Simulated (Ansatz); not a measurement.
## TaN: single point with PBE

Crystal: TaN.

```xyz
2
Lattice="2.9380 0.0000 0.0000 -1.4690 2.5444 0.0000 0.0000 0.0000 2.8830" Properties=species:S:1:pos:R:3 pbc="T T T"
Ta    0.0000    0.0000    1.4415
N     1.4690    0.8481    0.0000
```

* Program: Ansatz 0.2.0
* Task: single point
* Functional: PBE
* Potentials or basis: all-electron LAPW, scalar-relativistic
* Cutoff: 307 eV (chosen from the basis error)
* Basis error allowed: 0.003 eV/atom
* k mesh: 4 × 4 × 4
* Occupations: fermi-dirac, width 0.04 eV
* Spin: no spin polarisation

The pressure is 5.5 GPa. The band gap on the k mesh is none (metal or under the smearing width).

Stress tensor (GPa, compression positive):
```
5.69 0.00 0.00
0.00 5.69 0.00
0.00 0.00 5.24
```

Levels at points of the mesh, in eV from the Fermi level:
```tsv
k point	band 21	band 22	band 23	band 24	band 25	band 26	band 27	band 28	band 29	band 30
(0.00, 0.00, 0.00)	-17.64	-4.48	-4.48	-4.10	-2.84	2.30	3.66	3.66	4.12	4.12
(0.00, 0.00, -0.50)	-15.03	-9.25	-3.65	-3.65	0.00	0.00	2.49	3.43	3.43	8.27
(0.00, -0.50, 0.00)	-15.38	-8.18	-5.09	-3.37	-3.08	3.13	4.11	5.30	5.39	7.48
(0.00, -0.50, -0.50)	-15.66	-7.23	-6.08	-5.59	-0.27	4.26	5.44	6.16	7.18	10.28
```

It took 3.9 s on 1 thread of Intel(R) Xeon(R) Platinum 8375C CPU @ 2.90GHz (Ice Lake), with other jobs on the host, peak memory 0.26 GiB.

Caveat: the k mesh is coarse (spacing up to 0.62 Å⁻¹), so the values aren't converged. Spin-orbit coupling is left out, which matters for the levels of Ta.
